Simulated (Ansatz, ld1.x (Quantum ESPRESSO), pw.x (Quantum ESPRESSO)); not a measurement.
# pw.x on bcc Ni: one setting changed

Potential: PAW, ld1.x (Quantum ESPRESSO) 7.5, PBE; core [Ne], reference 3s2 3p6 3d8 4s2 4p0; waves: 3s (bound): rcut 1.00, rcutus 1.20 bohr; 4s (bound): rcut 1.00, rcutus 1.20 bohr; 3p (bound): rcut 1.10, rcutus 1.20 bohr; 4p (bound, empty): rcut 1.10, rcutus 1.20 bohr; 3d (bound): rcut 1.70, rcutus 1.90 bohr; 3d channel at 1.15 Ry: rcut 1.70, rcutus 1.90 bohr; local part: all-electron potential smoothed inside 1.85 bohr (lloc = -1); core correction: Bessel-smoothed model core inside 0.95 bohr; augmentation: BESSEL, radius 0.95 bohr.

The reference run (k-mesh 16³, cutoffs 135/900 Ry, Fermi–Dirac 0.01 Ry, mixing_beta 0.4, conv_thr 1e-9, no spin) gives 0.70 GPa at 10.983 Å³/atom, where all-electron LAPW gives -0.48 GPa. This run, with its own iteration cap, changes ecutrho/ecutwfc to 6.

```
&control
  calculation='scf', prefix='x', pseudo_dir='./', outdir='./tmp', tstress=.true., disk_io='none'
/
&system
  ibrav=0, nat=1, ntyp=1, ecutwfc=135, ecutrho=810, nbnd=17,
  occupations='smearing', smearing='fd', degauss=0.01
/
&electrons
  conv_thr=1e-09, mixing_beta=0.4, electron_maxstep=70
/
ATOMIC_SPECIES
Ni 1.0 Ni.UPF
CELL_PARAMETERS angstrom
  -1.40029756 1.40029756 1.40029756
  1.40029756 -1.40029756 1.40029756
  1.40029756 1.40029756 -1.40029756
ATOMIC_POSITIONS crystal
Ni 0.0000 0.0000 0.0000
K_POINTS automatic
16 16 16 0 0 0
```

```bash
pw.x < Ni.scf.in > Ni.scf.out
```

Q: How does the run end?

A: It converges in 9 iterations; the free energy moves by +3.5 meV/atom and the pressure by -0.91 GPa.

```
Message from routine setup:
     using ibrav=0 with symmetry is DISCOURAGED, use correct ibrav instead
     lattice parameter (alat)  =       4.5833  a.u.
     unit-cell volume          =      74.1170 (a.u.)^3
     number of electrons       =        18.00
     number of Kohn-Sham states=           17
     kinetic-energy cutoff     =     135.0000  Ry
     charge density cutoff     =     810.0000  Ry
     scf convergence threshold =      1.0E-09
     Exchange-correlation= SLA  PW   PBX  PBC
     number of k points=   145  Fermi-Dirac smearing, width (Ry)=  0.0100
     iteration #  1     ecut=   135.00 Ry     beta= 0.40
     total energy              =    -429.16039716 Ry
     estimated scf accuracy    <       0.01039344 Ry
     iteration #  2     ecut=   135.00 Ry     beta= 0.40
     total energy              =    -429.16065643 Ry
     estimated scf accuracy    <       0.00349875 Ry
     iteration #  3     ecut=   135.00 Ry     beta= 0.40
     total energy              =    -429.16068896 Ry
     estimated scf accuracy    <       0.00014583 Ry
     iteration #  4     ecut=   135.00 Ry     beta= 0.40
     total energy              =    -429.16071983 Ry
     estimated scf accuracy    <       0.00000867 Ry
     iteration #  5     ecut=   135.00 Ry     beta= 0.40
     total energy              =    -429.16072204 Ry
     estimated scf accuracy    <       0.00000321 Ry
     iteration #  6     ecut=   135.00 Ry     beta= 0.40
     total energy              =    -429.16072261 Ry
     estimated scf accuracy    <       0.00000002 Ry
     iteration #  7     ecut=   135.00 Ry     beta= 0.40
     total energy              =    -429.16072278 Ry
     estimated scf accuracy    <       0.00000001 Ry
     iteration #  8     ecut=   135.00 Ry     beta= 0.40
     total energy              =    -429.16072282 Ry
     estimated scf accuracy    <          2.0E-09 Ry
     iteration #  9     ecut=   135.00 Ry     beta= 0.40
     the Fermi energy is    16.3172 ev
!    total energy              =    -429.16072284 Ry
     estimated scf accuracy    <          2.8E-10 Ry
     smearing contrib. (-TS)   =      -0.00935439 Ry
     convergence has been achieved in   9 iterations
          total   stress  (Ry/bohr**3)                   (kbar)     P=       -2.13
     Message from routine punch:
     Nothing written, as per user request (disk_io='none')
```

The run took about 96 s on one core of a shared server CPU.
